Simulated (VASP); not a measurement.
Pd under changes of volume

One of the cells (14.252 Å³/atom); the others are scaled copies at fixed shape and fractional positions:

```
Pd
1.0
    -1.52734    1.52734    1.52734
     1.52734   -1.52734    1.52734
     1.52734    1.52734   -1.52734
Pd
1
Direct
  0.00000 0.00000 0.00000
```

This isn't the form of Pd at room conditions, which is fcc.

| Property | Result |
| --- | --- |
| Program | VASP 6.6.1 |
| Functional | LDA |
| Potentials or basis | VASP PAW LDA potentials, release 64 (Pd) |
| Cutoff | 520 eV |
| k mesh | 10 × 10 × 10 |
| Occupations | fermi-dirac, width 0.05 eV |
| Spin | no spin polarisation |

```tsv
volume (Å³/atom)	energy over the lowest point (meV/atom)	pressure (GPa)
13.682	16.88	10.1
13.967	3.93	4.7
14.252	0.00	0.0
14.537	?	?
14.822	14.84	-7.8
```

**Question.** What does the run at 14.537 Å³/atom give?

**Answer.** Energy over the lowest point 3.97 meV/atom; pressure -4.2 GPa.

Worked out: A Birch-Murnaghan fit of order 2 (a polynomial in V^(-2/3)) to the other rows has its minimum at 14.25 Å³/atom with B0 = V·E''(V) = 223 GPa. It gives 3.80 meV/atom at 14.537 Å³/atom, against the run's 3.97, and -dE/dV = -4.3 GPa, against -4.2.

Energies are extrapolated to zero smearing.
